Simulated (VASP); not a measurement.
# Se (P3_121) in VASP: settings compared

Aim: see how the results for Se move with the level of theory and the settings. Levels: LDA, PBE. Tasks: relaxation of cell and atoms.

Everything below comes from runs of VASP 6.6.1. Logs are shortened: lines on timing, memory, paths and dates and some standing lists are left out, and cuts for length are marked.

## (1) The crystal as given

It takes space group P3_121 (No. 152, trigonal). The conventional cell has a = 4.366 Å, b = 4.366 Å, c = 4.954 Å, α = 90.00°, β = 90.00°, γ = 120.00°. Se (site symmetry 2) has 2 Se at 2.37 Å as nearest neighbours.

## (2) Relaxation of cell and atoms, LDA

INCAR

```
PREC     = Accurate       # precision mode
ENCUT    = 600            # plane-wave cutoff, eV
EDIFF    = 1E-6           # SCF threshold, eV
ISMEAR   = 0              # smearing method
SIGMA    = 0.03           # smearing width, eV
LREAL    = False          # projectors in reciprocal space
LASPH    = True           # aspherical terms in the spheres
NELM     = 80             # most SCF steps
ALGO     = Normal         # electronic algorithm
ISIF     = 3              # what is computed and relaxed
LWAVE    = False          # write WAVECAR
LCHARG   = False          # write CHGCAR
GGA      = CA             # functional
IBRION   = 2              # ionic algorithm
NSW      = 90             # ionic steps
EDIFFG   = -0.01          # ionic threshold
KPAR     = 2
```

KPOINTS

```
regular mesh
0
Gamma
  9 9 6
```

POSCAR

```
Se
1.0
    4.3662000000      0.0000000000      0.0000000000
   -2.1831000000      3.7812401180      0.0000000000
    0.0000000000      0.0000000000      4.9536000000
Se
3
Direct
    0.2254000000      0.0000000000      0.3333333333
    0.0000000000      0.2254000000      0.6666666667
    0.7746000000      0.7746000000      0.0000000000
```

Potentials or basis: VASP PAW LDA potentials, release 64 (Se).

Run with:

```bash
> cat potpaw_LDA.64/Se/POTCAR > POTCAR
> mpirun -np 2 vasp_std > vasp.out
```

OUTCAR:

```text
PREC = Accurate
   ENCUT = 600
   EDIFF = 1E-6
   ISMEAR = 0
   LREAL = False
   LASPH = True
   NELM = 80
   ISIF = 3
   GGA = CA
   IBRION = 2
   NSW = 90
   EDIFFG = -0.01

 ion  position               nearest neighbor table
   1  0.225  0.000  0.333-   3 2.37   2 2.37
   2  0.000  0.225  0.667-   3 2.37   1 2.37
   3  0.775  0.775  0.000-   2 2.37   1 2.37

  LATTYP: Found a hexagonal cell.
 ALAT       =     4.3662000000
 C/A-ratio  =     1.1345334616

  Lattice vectors:

 A1 = (   4.3662000000,   0.0000000000,   0.0000000000)
 A2 = (  -2.1831000000,   3.7812401180,   0.0000000000)
 A3 = (   0.0000000000,   0.0000000000,   4.9536000000)

Analysis of symmetry for initial positions (statically):
=====================================================================
 Subroutine PRICEL returns:
 Original cell was already a primitive cell.

 Routine SETGRP: Setting up the symmetry group for a
 hexagonal supercell.

 Subroutine GETGRP returns: Found  6 space group operations
 (whereof  2 operations were pure point group operations)
 out of a pool of 24 trial point group operations.

The static configuration has the point symmetry C_2 .
 The point group associated with its full space group is D_3 .

Analysis of symmetry for dynamics (positions and initial velocities):
=====================================================================
 Subroutine PRICEL returns:
 Original cell was already a primitive cell.

 Routine SETGRP: Setting up the symmetry group for a
 hexagonal supercell.

 Subroutine GETGRP returns: Found  6 space group operations
 (whereof  2 operations were pure point group operations)
 out of a pool of 24 trial point group operations.

The dynamic configuration has the point symmetry C_2 .
 The point group associated with its full space group is D_3 .

 Subroutine INISYM returns: Found  6 space group operations
 (whereof  2 operations are pure point group operations),
 and found     1 'primitive' translations

----------------------------------------------------------------------------------------

                                     Primitive cell

  volume of cell :      81.7822

  direct lattice vectors                    reciprocal lattice vectors
     4.366200000  0.000000000  0.000000000     0.229032110  0.132231751  0.000000000
    -2.183100000  3.781240118  0.000000000     0.000000000  0.264463501  0.000000000
     0.000000000  0.000000000  4.953600000     0.000000000  0.000000000  0.201873385

  length of vectors
     4.366200000  4.366200000  4.953600000     0.264463501  0.264463501  0.201873385

  position of ions in fractional coordinates (direct lattice)
     0.225400000  0.000000000  0.333333333
     0.000000000  0.225400000  0.666666667
     0.774600000  0.774600000  0.000000000

  ion indices of the primitive-cell ions
   primitive index   ion index
                 1           1
                 2           2
                 3           3

----------------------------------------------------------------------------------------

 KPOINTS: regular mesh

Automatic generation of k-mesh.
 Grid dimensions read from file:
 generate k-points for:    9    9    6

 Generating k-lattice:

  Cartesian coordinates                     Fractional coordinates (reciprocal lattice)
     0.025448012  0.014692417  0.000000000     0.111111111  0.000000000  0.000000000
     0.000000000  0.029384833  0.000000000     0.000000000  0.111111111  0.000000000
     0.000000000  0.000000000  0.033645564     0.000000000  0.000000000  0.166666667

  Length of vectors
     0.029384833  0.029384833  0.033645564

  Shift w.r.t. Gamma in fractional coordinates (k-lattice)
     0.000000000  0.000000000  0.000000000

 Subroutine IBZKPT returns following result:
 ===========================================

 Found     62 irreducible k-points:

 Following reciprocal coordinates:
            Coordinates               Weight
  0.000000  0.000000  0.000000      1.000000
  0.111111  0.000000  0.000000      6.000000
  0.222222  0.000000  0.000000      6.000000
  0.333333  0.000000  0.000000      6.000000
  0.444444  0.000000  0.000000      6.000000
  0.111111  0.111111  0.000000      6.000000
[... 16 lines left out ...]
  0.222222  0.111111  0.166667     12.000000
 -0.111111  0.333333  0.166667     12.000000
 [... further k-points ...]
   k-points           NKPTS =     62   k-points in BZ     NKDIM =     62   number of bands    NBANDS=     13
   number of dos      NEDOS =    301   number of ions     NIONS =      3
   total plane-waves  NPLWV =  51840
   dimension x,y,z NGX =    36 NGY =   36 NGZ =   40
   dimension x,y,z NGXF=    72 NGYF=   72 NGZF=   80
   ions per type =               3
   NGX,Y,Z   is equivalent  to a cutoff of  13.71, 13.71, 13.42 a.u.
   NGXF,Y,Z  is equivalent  to a cutoff of  27.41, 27.41, 26.85 a.u.
 SYSTEM =  unknown system
   PREC   = accura    normal or accurate (medium, high low for compatibility)
   ISTART =      0    job   : 0-new  1-cont  2-samecut
   ICHARG =      2    charge: 1-file 2-atom 10-const
   ISPIN  =      1    spin polarized calculation?
   LNONCOLLINEAR =      F non collinear calculations
   LSORBIT =      F    spin-orbit coupling
   LASPH  =      T    aspherical Exc in radial PAW
   ENCUT  =  600.0 eV  44.10 Ry    6.64 a.u.   8.72  8.72  9.89*2*pi/ulx,y,z
   NELM   =     80;   NELMIN=  2; NELMDL= -5     # of ELM steps
   EDIFF  = 0.1E-05   stopping-criterion for ELM
   LREAL  =      F    real-space projection
   EDIFFG = -.1E-01   stopping-criterion for IOM
   NSW    =     90    number of steps for IOM
   IBRION =      2    ionic relax: 0-MD 1-quasi-New 2-CG
   NFREE  =      1    steps in history (QN), initial steepest desc. (CG)
   ISIF   =      3    stress and relaxation
   ISYM   =      2    0-nonsym 1-usesym 2-fastsym
   POTIM  = 0.5000    time-step for ionic-motion
   TEBEG  =    0.0;   TEEND  =   0.0 temperature during run
   PSTRESS=    0.0 pullay stress
   NELECT =      18.0000    total number of electrons
   NUPDOWN=      -1.0000    fix difference up-down
   EMIN   =  10.00;   EMAX   =-10.00  energy-range for DOS
   EFERMI =   0.00;   METHOD = LEGACY
   ISMEAR =     0;   SIGMA  =   0.03  broadening in eV -4-tet -1-fermi 0-gaus
   EFERMI_NEDOS =   21; number of points for ismear=-14 and -15
   IALGO  =     38    algorithm
   IMIX   =      4    mixing-type and parameters
     AMIX     =   0.40;   BMIX     =  1.00
     AMIX_MAG =   1.60;   BMIX_MAG =  1.00
  volume/ion in A,a.u.               =      27.26       183.96
  Fermi-wavevector in a.u.,A,eV,Ry     =   0.988430  1.867862 13.292817  0.976995
  Thomas-Fermi vector in A             =   2.119956
   LORBIT       =      0    0 simple, 1 ext, 2 COOP (PROOUT), +10 PAW based schemes
   GGA     = CA    functional components
   LHFCALC =     F    Hartree Fock is set to
   AEXX    =    0.0000 exact exchange contribution
   IVDW    =     0    specifies the selected vdW correction
   LEPSILON=     F    determine dielectric tensor
   LRPA    =     F    only Hartree local field effects (RPA)
 conjugate gradient relaxation of ions
 non-spin polarized calculation
 Gauss-broadening in eV      SIGMA  =   0.03
  energy-cutoff  :      600.00
  volume of cell :       81.78
 maximum number of plane-waves:      2756
 NGX is ok and might be reduce to    36
   NGX = 17   NGY = 17   NGZ = 19

--------------------------------------- Ionic step        1  -------------------------------------------

 number of electron      17.9999999 magnetization

 Free energy of the ion-electron system (eV)
  ---------------------------------------------------
  ext. energy  EPLUGINS =         0.00000000
  ---------------------------------------------------
  free energy    TOTEN  =       -12.32423452 eV

  energy without entropy =      -12.32423452  energy(sigma->0) =      -12.32423452

------------------------ aborting loop because EDIFF is reached ----------------------------------------

  FORCE on cell =-STRESS in cart. coord.  units (eV):
  Direction    XX          YY          ZZ          XY          YZ          ZX
  --------------------------------------------------------------------------------------
  -------------------------------------------------------------------------------------
  Total       -0.7920151     -0.7920151     -0.0514919     -0.0000000      0.0000000      0.0000000
  in kB      -15.5161942    -15.5161942     -1.0087659     -0.0000000      0.0000000      0.0000000
  external PRESSURE =     -10.6803847 kB  Pullay stress =       0.0000000 kB
[... 473 lines left out ...]
 k-point    24 :      -0.1111    0.3333    0.1667
  band No.  band energies     occupation
      1     -10.7093      2.00000
      2      -8.2523      2.00000
      3      -6.4055      2.00000
      4      -0.9663      2.00000
      5      -0.2113      2.00000
      6       1.0216      2.00000
      7       2.6992      2.00000
      8       3.6989      2.00000
      9       4.3764      2.00000
     10       6.1604      0.00000
     11       6.8755      0.00000
     12       7.3391      0.00000
     13       9.6929      0.00000

 [... further k-points ...]

[... ionic steps 4 to 14 ...]

--------------------------------------- Ionic step       15  -------------------------------------------

 number of electron      18.0000000 magnetization

------------------------ aborting loop because EDIFF is reached ----------------------------------------

  FORCE on cell =-STRESS in cart. coord.  units (eV):
  Direction    XX          YY          ZZ          XY          YZ          ZX
  --------------------------------------------------------------------------------------
  -------------------------------------------------------------------------------------
  Total       -0.0358239     -0.0358239      0.1548395      0.0000000      0.0000000     -0.0000000
  in kB       -0.8280605     -0.8280605      3.5790766      0.0000000      0.0000000     -0.0000000
  external PRESSURE =       0.6409852 kB  Pullay stress =       0.0000000 kB
[... 452 lines left out ...]
  energy  without entropy=      -12.4780029699  energy(sigma->0) =      -12.47800297

--------------------------------------- Ionic step       17  -------------------------------------------

 number of electron      18.0000000 magnetization

 Free energy of the ion-electron system (eV)
  ---------------------------------------------------
  ext. energy  EPLUGINS =         0.00000000
  ---------------------------------------------------
  free energy    TOTEN  =       -12.47830081 eV

  energy without entropy =      -12.47830081  energy(sigma->0) =      -12.47830081

 E-fermi :   4.5995     XC(G=0): -10.0107

 val. band max:        4.4514149497   @ k =   0.3333   0.3333   0.5000
 cond. band min:       4.7248596253   @ k =   0.3333   0.3333   0.5000
 fundamental gap:      0.2734446756
 Fermi energy:         4.5994530118

 k-point     1 :       0.0000    0.0000    0.0000
  band No.  band energies     occupation
      1     -11.9075      2.00000
      2      -7.7162      2.00000
      3      -7.7162      2.00000
      4       0.6874      2.00000
      5       1.0248      2.00000
      6       1.0248      2.00000
      7       2.4640      2.00000
      8       2.4640      2.00000
      9       3.7263      2.00000
     10       5.7549      0.00000
     11       5.7549      0.00000
     12       6.4231      0.00000
[... 399 lines left out ...]
  FREE ENERGIE OF THE ION-ELECTRON SYSTEM (eV)
  ---------------------------------------------------
  free  energy   TOTEN  =       -12.4783008092 eV

  energy  without entropy=      -12.4783008092  energy(sigma->0) =      -12.47830081

 reached required accuracy - stopping structural energy minimisation
```

Wall time 2.8 min (2 MPI ranks of AMD EPYC 9R14 (Zen 4), shared host); peak memory 0.2 GiB.

Results:

| Quantity | Value |
| --- | --- |
| Free energy | -12.4783 eV |
| Relaxed volume | 23.04 Å³/atom |
| Relaxed cell | a = 3.947 Å, b = 3.947 Å, c = 5.123 Å, α = 90.00°, β = 90.00°, γ = 120.00° |
| Space group after relaxing (to 0.05 Å) | P3_121 (No. 152) |
| Energy gained by relaxing | 51.4 meV/atom |
| Ionic steps | 17 |
| Pressure after relaxing | 0.0 GPa |
| Band gap on the k mesh | 0.27 eV, direct |

Step by step:
```csv
step,energy change (eV),largest force (eV/Å),pressure (GPa),volume (Å³)
1,0.0000,0.2630,-1.07,81.78
2,-0.0285,0.3225,-0.58,79.65
3,-0.0840,0.5164,1.66,73.42
4,0.0882,0.8799,11.28,61.76
5,-0.0778,0.6500,2.81,71.88
6,-0.0866,0.6023,2.66,71.59
7,-0.1091,0.4715,2.33,70.73
8,-0.1371,0.2563,1.91,68.99
9,-0.1308,0.0293,2.17,65.50
10,-0.1440,0.1142,1.90,67.39
11,-0.1499,0.0696,1.15,68.15
12,-0.1532,0.0180,-0.18,69.63
13,-0.1533,0.0030,0.04,69.38
14,-0.1533,0.0005,0.07,69.34
15,-0.1535,0.0005,0.06,69.31
16,-0.1538,0.0008,0.05,69.25
17,-0.1541,0.0011,0.01,69.11
```

Final structure:
```xyz
3
Lattice="3.9467 0.0000 0.0000 -1.9733 3.4179 0.0000 0.0000 0.0000 5.1230" Properties=species:S:1:pos:R:3 pbc="T T T"
Se    1.0115    0.0000    1.7077
Se   -0.5057    0.8760    3.4154
Se    1.4676    2.5419    0.0000
```

Levels at points of the mesh, in eV from the valence-band top:
| k point | band 6 | band 7 | band 8 | band 9 | band 10 | band 11 | band 12 | band 13 |
| --- | --- | --- | --- | --- | --- | --- | --- | --- |
| (0.00, 0.00, 0.00) | -3.43 | -1.99 | -1.99 | -0.73 | 1.30 | 1.30 | 1.97 | 6.17 |
| (0.00, 0.00, 0.50) | -3.18 | -1.52 | -1.34 | -1.34 | 0.71 | 0.71 | 0.72 | 5.24 |

Caveat: the volume moved by over 15 % at a fixed basis, so the end points are rough; an odd mesh through Γ misses points on the zone boundary, where band edges often lie; the volume moved by -15 % from the deposited cell, more than functionals usually miss. LDA usually gives volumes a few per cent too small.

## (3) Relaxation of cell and atoms, LDA

This run uses another cell than the first one, of 23.04 Å³/atom, 0.845 times its volume.

Edit INCAR of step 2 so:

```diff
@@ -2,3 +2,3 @@
 ENCUT    = 600            # plane-wave cutoff, eV
-EDIFF    = 1E-6           # SCF threshold, eV
+EDIFF    = 1E-7           # SCF threshold, eV
 ISMEAR   = 0              # smearing method
@@ -15,3 +15,3 @@
 NSW      = 90             # ionic steps
-EDIFFG   = -0.01          # ionic threshold
+EDIFFG   = -0.005         # ionic threshold
 KPAR     = 2
```

KPOINTS is that of step 2.

POSCAR

```
Se                                      
1.0
    3.9466751617     -0.0000000000      0.0000000000
   -1.9733375809      3.4179209505     -0.0000000000
   -0.0000000000      0.0000000000      5.1230249156
  Se            
     3
Direct
     0.2562888784138708    0.0000000000000000    0.3333333332999970
     0.0000000000000006    0.2562888784138723    0.6666666667000030
     0.7437111215861283    0.7437111215861277    0.0000000000000000
```

Potentials or basis: VASP PAW LDA potentials, release 64 (Se).

Run with:

```bash
> cat potpaw_LDA.64/Se/POTCAR > POTCAR
> mpirun -np 2 vasp_std > vasp.out
```

Wall time 23 s (2 MPI ranks of AMD EPYC 9R14 (Zen 4), shared host); peak memory 0.17 GiB.

The run converged. Its results:

```
Free energy                            : -12.4778 eV
Relaxed volume                         : 23.04 Å³/atom
Relaxed cell                           : a = 3.947 Å, b = 3.947 Å, c = 5.125 Å, α = 90.00°, β = 90.00°, γ = 120.00°
Space group after relaxing (to 0.05 Å) : P3_121 (No. 152)
Energy gained by relaxing              : 0.0 meV/atom
Ionic steps                            : 2
Pressure after relaxing                : 0.0 GPa
Band gap on the k mesh                 : 0.27 eV, direct
```

Forces on the atoms (eV/Å):
```
Se  -0.002  0.000  0.000
Se   0.001 -0.002  0.000
Se   0.001  0.002  0.000
```

Final structure:
```yaml
crystal:
  lattice:
    - [3.94655, 0.00000, 0.00000]
    - [-1.97327, 3.41781, 0.00000]
    - [0.00000, 0.00000, 5.12468]
  atoms:
    - { symbol: Se, position: [0.25628, 0.00000, 0.33333] }
    - { symbol: Se, position: [0.00000, 0.25628, 0.66667] }
    - { symbol: Se, position: [0.74372, 0.74372, 0.00000] }
```

Levels at points of the mesh, in eV from the valence-band top:
```tsv
k point	band 5	band 6	band 7	band 8	band 9	band 10	band 11	band 12	band 13
(0.00, 0.00, 0.00)	-3.42	-3.42	-1.98	-1.98	-0.72	1.30	1.30	1.97	6.17
(0.00, 0.00, 0.50)	-3.18	-3.18	-1.52	-1.34	-1.34	0.71	0.71	0.72	5.24
```

Caveat: an odd mesh through Γ misses points on the zone boundary, where band edges often lie.

## (4) Relaxation of cell and atoms, PBE

INCAR

```
ALGO = Normal
EDIFF = 1E-6
EDIFFG = -0.01
ENCUT = 300
GGA = PE
IBRION = 2
ISIF = 3
ISMEAR = 0
LASPH = True
LCHARG = False
LREAL = False
LWAVE = False
NELM = 80
NSW = 90
PREC = Accurate
SIGMA = 0.03
```

KPOINTS

```
k-points
0
Gamma
  5 5 3
```

POSCAR

```
Se
1.0
    4.3662000000      0.0000000000      0.0000000000
   -2.1831000000      3.7812401180      0.0000000000
    0.0000000000      0.0000000000      4.9536000000
Se
3
Direct
    0.2254000000      0.0000000000      0.3333333333
    0.0000000000      0.2254000000      0.6666666667
    0.7746000000      0.7746000000      0.0000000000
```

Potentials or basis: VASP PAW PBE potentials, release 64 (Se).

Run with:

```bash
> cat potpaw_PBE.64/Se/POTCAR > POTCAR
> mpirun -np 1 vasp_std > vasp.out
```

Wall time 43 s (1 thread of AMD EPYC 9R45 (Zen 5), shared host); peak memory 0.11 GiB.

Results (log left out):

| Property | Result |
| --- | --- |
| Free energy | -10.5141 eV |
| Relaxed volume | 30.22 Å³/atom |
| Relaxed cell | a = 4.560 Å, b = 4.560 Å, c = 5.034 Å, α = 90.00°, β = 90.00°, γ = 120.00° |
| Space group after relaxing (to 0.05 Å) | P3_121 (No. 152) |
| Energy gained by relaxing | 14.3 meV/atom |
| Ionic steps | 14 |
| Pressure after relaxing | 0.0 GPa |
| Largest force after relaxing | 0.010 eV/Å |
| Band gap on the k mesh | 1.65 eV, indirect (least direct gap 1.79 eV) |

Forces on the atoms (eV/Å):
```
Se  -0.010  0.000  0.000
Se   0.005 -0.008  0.000
Se   0.005  0.008  0.000
```

Step by step:
| step | energy change (eV) | largest force (eV/Å) | pressure (GPa) | volume (Å³) |
| --- | --- | --- | --- | --- |
| 1 | 0.0000 | 0.4202 | 2.92 | 81.78 |
| 2 | -0.0051 | 0.5166 | -2.09 | 87.80 |
| 3 | -0.0347 | 0.1011 | 0.12 | 84.80 |
| 4 | -0.0347 | 0.0921 | 0.17 | 84.74 |
| 5 | -0.0361 | 0.0722 | 0.15 | 85.06 |
| 6 | -0.0381 | 0.0100 | 0.11 | 86.02 |
| 7 | -0.0390 | 0.0217 | 0.04 | 86.54 |
| 8 | -0.0410 | 0.0563 | -0.16 | 88.10 |
| 9 | -0.0415 | 0.1163 | -0.46 | 91.24 |
| 10 | -0.0418 | 0.0914 | -0.35 | 89.99 |
| 11 | -0.0422 | 0.0774 | -0.29 | 90.11 |
| 12 | -0.0428 | 0.0335 | -0.10 | 90.47 |
| 13 | -0.0422 | 0.0617 | 0.30 | 91.19 |
| 14 | -0.0429 | 0.0095 | 0.00 | 90.65 |

Final structure:
```xyz
3
Lattice="4.5601 0.0000 0.0000 -2.2801 3.9492 0.0000 0.0000 0.0000 5.0338" Properties=species:S:1:pos:R:3 pbc="T T T"
Se    0.9901    0.0000    1.6779
Se    4.0651    0.8574    3.3558
Se    1.7850    3.0918    0.0000
```

Levels at points of the mesh, in eV from the valence-band top:
```csv
k point,band 5,band 6,band 7,band 8,band 9,band 10,band 11,band 12,band 13
"(0.00, 0.00, 0.00)",-3.56,-3.22,-1.67,-1.67,-0.13,2.15,2.15,2.50,6.01
```

Caveat: the k mesh is coarse (spacing up to 0.42 Å⁻¹), so the values aren't converged; an odd mesh through Γ misses points on the zone boundary, where band edges often lie; the volume moved by +11 % from the deposited cell, more than functionals usually miss.

(Continued in part 2 of 2.)
